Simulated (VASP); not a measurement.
A run of VASP 6.6.1 is set up as follows.

The input INCAR:

```
  PREC = Accurate
  ENCUT = 600
  EDIFF = 1E-6
  ISMEAR = 0
  SIGMA = 0.01
  LREAL = False
  LASPH = True
  NELM = 100
  ALGO = Normal
  ISIF = 3
  LWAVE = False
  LCHARG = False
  GGA = PE
  IBRION = 2
  NSW = 80
  EDIFFG = -0.002
  PSTRESS = 8.5
```

Contents of KPOINTS:

```
Automatic mesh
0
Gamma
  8 8 8
```

POSCAR

```
TePb
1.0
    0.0000000000      3.2623960759      3.2623960759
    3.2623960759      0.0000000000      3.2623960759
    3.2623960759      3.2623960759      0.0000000000
Te Pb
1 1
Direct
    0.5000000000      0.5000000000      0.5000000000
    0.0000000000      0.0000000000      0.0000000000
```

Potentials or basis: VASP PAW PBE potentials, release 64 (Te, Pb_d).

The run is started by

```console
$ cat potpaw_PBE.64/Te/POTCAR potpaw_PBE.64/Pb_d/POTCAR > POTCAR
$ mpirun -np 1 vasp_std > vasp.out
```

(1) Estimate the band gap on the k mesh.

(2) What does it give for the relaxed volume?

(3) Predict the relaxed cell.

Results:

(1) 0.79 eV, direct.

(2) 34.70 Å³/atom.

(3) a = 4.613 Å, b = 4.613 Å, c = 4.613 Å, α = 60.00°, β = 60.00°, γ = 60.00°.

Caveat: the cell is relaxed towards a set pressure, so the enthalpy falls and the energy may rise; spin-orbit coupling is left out, which as a rule narrows the gap of such compounds by several tenths of an eV.
